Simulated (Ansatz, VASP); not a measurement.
# InGa3P4 (random alloy of the zinc-blende GaP-InP line, x = 0.25): VASP beside Ansatz, part 2 of 2

Aim: how closely do two programs agree when they are given the same cell, functional and k mesh? Of the first pair: The structure shown is the start of the Ansatz relaxation below; VASP solves that cell, so the two are compared at the walk's first step.

VASP 6.6.1 and Ansatz 0.2.0.

So far: The structure; Ansatz: relaxation, PBE.

## Step 3: VASP: single point, PBE, start cell, pair 1

Level of this step: PBE; plane waves and PAW (Ga_d, P, In_d) (VASP).

The same cell, functional and mesh now go to VASP, with its own data sets.

Lines of VASP's logs that name or quote its potential files are left out, and so is its time.

INCAR reads:

```
SYSTEM = InGa3P4
PREC = Accurate
ENCUT = 400
EDIFF = 1E-06
NELM = 120
ISMEAR = 0
SIGMA = 0.01
LREAL = Auto
ALGO = Normal
GGA = PE
NBANDS = 336
LORBIT = 11
LWAVE = .FALSE.
LCHARG = .FALSE.
ISIF = 2
LASPH = .TRUE.
GGA_COMPAT = .FALSE.
EFERMI = MIDGAP
NCORE = 2
```

POSCAR reads:

```
InGa3P4
1.0
   11.2450000000      0.0000000000      0.0000000000
    0.0000000000     11.2450000000      0.0000000000
    0.0000000000      0.0000000000     11.2450000000
Ga P In
24 32 8
Direct
    0.0028901734      0.9989061805      0.9990573588
    0.0031036016      0.2486527345      0.2505735883
    0.2494264117      0.9993241441      0.2520231214
    0.2500844820      0.2510360160      0.9980435749
    0.9987727879      0.2492930191      0.7487772343
    0.2480124500      0.0004179635      0.7529479769
    0.2486705202      0.2530102268      0.5000889284
    0.0002134282      0.5011027123      0.0005335705
    0.2486616274      0.5022321032      0.2509115162
    0.2520142285      0.7526989773      0.0038861716
    0.2503512672      0.5002134282      0.7488128057
    0.4993863940      0.0000800356      0.9988972877
    0.5007203201      0.2510626945      0.2480480213
    0.7495331258      0.0000622499      0.2475589151
    0.7506180525      0.2476656292      0.9999288573
    0.4999555358      0.9986216096      0.5022676745
    0.5028901734      0.2506002668      0.7478701645
    0.7478079146      0.0009782125      0.7514095153
    0.7514273010      0.2500844820      0.4996709649
    0.5009426412      0.5002401067      0.0001422855
    0.4994486438      0.7456736327      0.2518541574
    0.7504401956      0.7494708759      0.0008803913
    0.7477367719      0.5005602490      0.7508937305
    0.7510004446      0.7504313028      0.5004979991
    0.1230858159      0.1265362383      0.1209070698
    0.1245620276      0.3775989329      0.3713383726
    0.3730369053      0.1246865273      0.3734370831
    0.3770386839      0.3766029346      0.1258870609
    0.1233437083      0.1245175634      0.6259404180
    0.1235037795      0.3738105825      0.8749844375
    0.3763183637      0.1246598488      0.8734192975
    0.3738728324      0.3753401512      0.6287416630
    0.1243663851      0.6229702090      0.1243841707
    0.1266607381      0.8755091152      0.3765673633
    0.3744686527      0.6258692752      0.3748688306
    0.3725211205      0.8724321921      0.1240995998
    0.1213961761      0.6244642063      0.6264739884
    0.1246420631      0.8753312583      0.8757314362
    0.3756691863      0.6252200978      0.8770120053
    0.3738639395      0.8757492219      0.6251400622
    0.6262427746      0.1241974211      0.1271765229
    0.6253001334      0.3763183637      0.3733036905
    0.8755624722      0.1265006670      0.3734726545
    0.8721298355      0.3769942197      0.1257269898
    0.6285015562      0.1216985327      0.6272032014
    0.6265362383      0.3746820809      0.8739261894
    0.8738906181      0.1259315251      0.8729568697
    0.8748243664      0.3765495776      0.6263317030
    0.6261004891      0.6254068475      0.1262072032
    0.6288928413      0.8757759004      0.3748243664
    0.8730013339      0.6240818141      0.3732325478
    0.8746909738      0.8767541129      0.1253801690
    0.6265984882      0.6294975545      0.6245620276
    0.6244908848      0.8762116496      0.8744330814
    0.8772965763      0.6248021343      0.8738995109
    0.8748688306      0.8770564695      0.6256558470
    0.0016007114      0.9987816807      0.4997776790
    0.9996265007      0.7510360160      0.2514895509
    0.0002756781      0.5015562472      0.5005602490
    0.0004090707      0.7513561583      0.7496042686
    0.2521298355      0.7503334815      0.4993330369
    0.7497643397      0.4997865718      0.2500311249
    0.5039039573      0.4966296132      0.4988528235
    0.5000800356      0.7496042686      0.7523699422
```

KPOINTS reads:

```
Automatic mesh
0
Gamma
1 1 1
0 0 0
```

Potentials, in the order of the species: Ga_d, P and In_d (PBE family, release 64).

On the command line:

```sh
$ mpirun -np 8 vasp_gam
```

Numbers of over 12 decimals in the logs are rounded to 6 here.

Log:

```text
[banner, memory and clock lines left out]
running    8 mpi-ranks, on    1 nodes
[...]
LDA part: xc-table for (Slater+PW92), standard interpolation
 POSCAR, INCAR and KPOINTS ok, starting setup
[...]
entering main loop
       N       E                     dE             d eps       ncg     rms          rms(c)
DAV:   1     0.935030347051E+04    0.93503E+04   -0.20219E+05   704   0.239E+03
DAV:   2     0.226273434664E+04   -0.70876E+04   -0.68535E+04   680   0.697E+02
DAV:   3     0.816122616312E+02   -0.21811E+04   -0.20502E+04   816   0.269E+02
DAV:   4    -0.254629469792E+03   -0.33624E+03   -0.31137E+03   784   0.101E+02
[...]
DAV:  19    -0.277779157549E+03    0.12693E-05   -0.26649E-05   864   0.928E-02    0.236E-02
DAV:  20    -0.277779158704E+03   -0.11544E-05   -0.15371E-05   704   0.104E-02    0.188E-02
DAV:  21    -0.277779158715E+03   -0.11103E-07   -0.11561E-06   408   0.418E-03
   1 F= -.27777916E+03 E0= -.27777916E+03  d E =0.000000E+00
```

Parts of OUTCAR (step 3):

```text
  Total        7.8717620      8.1572066      8.3839936      0.4337838      2.0792224     -1.0868967
  in kB        8.8696025      9.1912306      9.4467656      0.4887711      2.3427889     -1.2246739
  external PRESSURE =       9.1691996 kB  Pullay stress =       0.0000000 kB

 POSITION                                       TOTAL-FORCE (eV/Angst)
 -----------------------------------------------------------------------------------
      0.03250     11.23270     11.23440        -0.447407      0.228286     -0.041627
      0.03490      2.79610      2.81770        -0.379440      0.184907     -0.347789
      2.80480     11.23740      2.83400        -0.098359      0.114891     -0.397627
      2.81220      2.82290     11.22300         0.143672      0.014157      0.055549
     11.23120      2.80330      8.42000        -0.000744      0.086449      0.108664
      2.78890      0.00470      8.46690         0.179516      0.118958     -0.195849
      2.79630      2.84510      5.62350         0.014101     -0.211116      0.002670
      0.00240      5.63490      0.00600        -0.127736     -0.307566     -0.077092
      2.79620      5.64760      2.82150         0.261125     -0.113937     -0.291178
      2.83390      8.46410      0.04370        -0.331803     -0.450130     -0.361105
      2.81520      5.62490      8.42040        -0.227943      0.029997      0.413603
      5.61560      0.00090     11.23260         0.026999     -0.005472      0.163826
      5.63060      2.82320      2.78930        -0.074934     -0.143712      0.170808
      8.42850      0.00070      2.78380         0.167691      0.118816      0.194813
[...]
-----------------------------------------------------------------------------------
    total drift:                                0.004903     -0.005598      0.006466

  FREE ENERGIE OF THE ION-ELECTRON SYSTEM (eV)
  ---------------------------------------------------
  free  energy   TOTEN  =      -277.7791587147 eV

  energy  without entropy=     -277.7791587147  energy(sigma->0) =     -277.77915871

[... 2 further parts left out ...]
```

The run ends at a pressure of 0.92 GPa, with forces up to 2.3 eV/Å.

## Step 4: Side by side

Known differences besides the potentials themselves: fixed occupations in Ansatz, narrow Gaussian smearing in VASP; the cutoff is 420 eV in Ansatz and 400 eV in VASP (PREC = Accurate, projectors in real space). Total energies have different zeros and are not compared.

Forces on 8 of the 64 atoms, those with the largest forces and the largest differences (eV/Å; atoms numbered as in POSCAR):

```csv
atom,"Ansatz x, y, z","VASP x, y, z"
P37,"1.644, -0.567, 0.570","1.636, -0.565, 0.565"
P39,"-1.054, -0.898, 0.788","-1.047, -0.892, 0.781"
P42,"0.115, -2.304, 0.045","0.112, -2.290, 0.048"
P44,"1.355, -1.260, -1.078","1.348, -1.253, -1.071"
P49,"-1.031, 0.867, -1.041","-1.027, 0.863, -1.036"
P51,"-0.565, 1.067, 1.218","-0.562, 1.061, 1.212"
P55,"-1.135, -0.820, 1.040","-1.130, -0.816, 1.036"
P56,"-1.782, -0.108, 0.009","-1.772, -0.108, 0.008"
```

The forces differ by 3.5 meV/Å r.m.s., which is 0.6 % of the r.m.s. force of 0.564 eV/Å (both taken over all components).

## Step 5: Ansatz: relaxation, PBE

This run makes the geometry at which the two programs are then compared. The cell compared in this pair holds 1424.38 Å³, against 1421.93 Å³ for the pair before.

The structure compared here is the end of the Ansatz relaxation.

This is the run of step 2 again, met here at its other cell.

## Step 6: VASP: single point, PBE, relaxed cell, pair 2

The same cell, functional and mesh now go to VASP, with its own data sets.

INCAR: that of step 3 with these lines changed.

```diff
@@ -2,3 +2,3 @@
 PREC = Accurate
-ENCUT = 400
+ENCUT = 500
 EDIFF = 1E-06
```

POSCAR reads:

```
InGa3P4
1.0
   11.2485070000      0.0009600000     -0.0036280000
    0.0009600000     11.2570150000     -0.0044360000
   -0.0036280000     -0.0044360000     11.2488190000
Ga P In
24 32 8
Direct
    0.0006800000      0.0041100000      0.9997600000
    0.0026700000      0.2479100000      0.2455000000
    0.2540400000      0.0045000000      0.2458400000
    0.2506300000      0.2499400000      0.0002300000
    0.9995400000      0.2497100000      0.7541500000
    0.2526500000      0.0077400000      0.7549700000
    0.2520600000      0.2482000000      0.5005000000
    0.0016500000      0.4953800000      0.9983000000
    0.2528300000      0.4955700000      0.2427800000
    0.2520400000      0.7497300000      0.0019300000
    0.2497100000      0.4931400000      0.7566600000
    0.5005000000      0.0026700000      0.0019400000
    0.4985700000      0.2460700000      0.2480500000
    0.7456500000      0.0031500000      0.2473600000
    0.7507500000      0.2480100000      0.9980000000
    0.5012400000      0.0043900000      0.4984800000
    0.5000600000      0.2483300000      0.7526200000
    0.7475100000      0.0044300000      0.7522400000
    0.7480900000      0.2456500000      0.5016400000
    0.4980100000      0.4983500000      0.9998300000
    0.4996600000      0.7540000000      0.2449700000
    0.7477900000      0.7532200000      0.9999300000
    0.7496500000      0.4957700000      0.7547300000
    0.7457600000      0.7546100000      0.5008900000
    0.1268700000      0.1253900000      0.1232600000
    0.1327500000      0.3673500000      0.3670200000
    0.3759000000      0.1255400000      0.3740700000
    0.3776500000      0.3716600000      0.1233800000
    0.1302200000      0.1332900000      0.6331800000
    0.1241400000      0.3719200000      0.8766900000
    0.3776000000      0.1269900000      0.8787500000
    0.3696300000      0.3676100000      0.6333100000
    0.1301200000      0.6170000000      0.1170000000
    0.1318100000      0.8850200000      0.3665400000
    0.3774300000      0.6234300000      0.3587100000
    0.3759400000      0.8777000000      0.1233500000
    0.1343600000      0.6180800000      0.6334700000
    0.1327000000      0.8830300000      0.8826400000
    0.3690900000      0.6179400000      0.8809600000
    0.3766900000      0.8914900000      0.6270200000
    0.6234900000      0.1267200000      0.1235500000
    0.6244800000      0.3592300000      0.3738500000
    0.8682600000      0.1329100000      0.3662500000
    0.8824100000      0.3676800000      0.1176700000
    0.6237500000      0.1254800000      0.6261800000
    0.6233400000      0.3737200000      0.8766200000
    0.8758900000      0.1249200000      0.8743700000
    0.8677300000      0.3652100000      0.6331500000
    0.6175400000      0.6325500000      0.1165300000
    0.6224900000      0.8768600000      0.3736100000
    0.8688600000      0.6327600000      0.3818600000
    0.8679900000      0.8843500000      0.1172100000
    0.6371200000      0.6237600000      0.6268600000
    0.6305600000      0.8849400000      0.8825800000
    0.8677800000      0.6171200000      0.8853600000
    0.8618500000      0.8778400000      0.6270900000
    0.9979700000      0.0062500000      0.5004200000
    0.9998500000      0.7521500000      0.2437200000
    0.0002500000      0.4939200000      0.5022200000
    0.9980600000      0.7499600000      0.7562900000
    0.2552400000      0.7521300000      0.4980200000
    0.7479600000      0.4985600000      0.2460300000
    0.5001000000      0.4961300000      0.5003700000
    0.5015600000      0.7521000000      0.7543400000
```

KPOINTS is that of step 3.

On the command line:

```sh
$ mpirun -np 8 vasp_gam
```

Log:

```text
[... set-up lines as in an earlier step ...]
 entering main loop
       N       E                     dE             d eps       ncg     rms          rms(c)
DAV:   1     0.103307740670E+05    0.10331E+05   -0.22742E+05   720   0.271E+03
DAV:   2     0.264581801023E+04   -0.76850E+04   -0.73661E+04   672   0.813E+02
DAV:   3     0.169837238622E+03   -0.24760E+04   -0.23569E+04   784   0.303E+02
DAV:   4    -0.246031256239E+03   -0.41587E+03   -0.38395E+03   792   0.115E+02
[...]
DAV:  17    -0.280673080009E+03    0.34182E-05   -0.18495E-05   712   0.564E-02    0.150E-02
DAV:  18    -0.280673076669E+03    0.33394E-05   -0.63977E-06   672   0.529E-02    0.123E-02
DAV:  19    -0.280673077086E+03   -0.41633E-06   -0.95907E-06   840   0.163E-02
   1 F= -.28067308E+03 E0= -.28067308E+03  d E =0.000000E+00
```

OUTCAR, selected parts (step 6):

```text
  Total       -0.2515693     -0.1978044     -0.1145885     -0.0506557      0.2356128      0.1144666
  in kB       -0.2829719     -0.2224956     -0.1288922     -0.0569789      0.2650235      0.1287551
  external PRESSURE =      -0.2114532 kB  Pullay stress =       0.0000000 kB

 POSITION                                       TOTAL-FORCE (eV/Angst)
 -----------------------------------------------------------------------------------
      0.00403      0.04183     11.24610         0.004225      0.001223     -0.007591
      0.02938      2.78964      2.76048         0.016828      0.000622     -0.005400
      2.85668      0.04981      2.76447         0.035130      0.023801     -0.033970
      2.81945      2.81382      0.00057         0.017121     -0.011892      0.007587
     11.24084      2.80860      8.47856        -0.000242     -0.005802      0.004833
      2.83920      0.08402      8.49157        -0.000918      0.003572      0.021868
      2.83372      2.79201      5.62802         0.015114      0.003007     -0.009077
      0.01541      5.57207     11.22749         0.003064     -0.015466      0.003696
      2.84355      5.57780      2.72787         0.002854     -0.037437     -0.010640
      2.83579      8.43996      0.01747         0.004648      0.022373     -0.012300
      2.80659      5.54817      8.50844         0.026056     -0.030846      0.012588
      5.62987      0.03053      0.02000        -0.005570      0.018423      0.023019
      5.60750      2.76939      2.78737        -0.005676     -0.020228     -0.000454
      8.38655      0.03508      2.77979        -0.011207      0.010849     -0.004760
[...]
-----------------------------------------------------------------------------------
    total drift:                                0.004193      0.017687     -0.003048

  FREE ENERGIE OF THE ION-ELECTRON SYSTEM (eV)
  ---------------------------------------------------
  free  energy   TOTEN  =      -280.6730770855 eV

  energy  without entropy=     -280.6730770855  energy(sigma->0) =     -280.67307709

[... 1 part as in an earlier step ...]

[... 1 further part left out ...]
```

The run ends at a pressure of -0.02 GPa, with forces up to 0.054 eV/Å.

## Step 7: Comparison

What differs besides the data sets and the points named for the pairs above, as far as they apply: the cutoff is 420 eV in Ansatz and 500 eV in VASP (PREC = Accurate, projectors in real space). Total energies have different zeros and are not compared.

The two programs side by side:

```csv
quantity,Ansatz,VASP,difference
pressure (GPa),0.01,-0.02,+0.03
gap on the k mesh (eV),1.077,1.073,+0.004
```

The largest component of a force difference here is 9 meV/Å. A gap on the mesh is an upper bound, since the band edges may lie between its points.

## Step 8: Results

- r.m.s. force difference (single point, PBE, start cell, pair 1): 0.61 % of the r.m.s. force
- difference in gap on the k mesh (single point, PBE, relaxed cell, pair 2): 0.0044 eV

**Reading.** The r.m.s. force difference is 0.61 % of the r.m.s. force (single point, PBE, start cell, pair 1), within the 3 % picked in this series as the mark of a large difference. How closely two codes agree says nothing of how well the functional describes the real material.

[Lines on the potential files, build, host, timing and source positions are cut from VASP's logs without a mark.]

[Logs are printed without paths, hosts, clocks, repeated set-up lines and the standing remarks that a program may print on its own settings, such as how far it seeks lower states.]

[Hosts, paths, dates, database ids (printed as entryN), source tags and the programs' standing remarks are cut or masked in the printed files.]
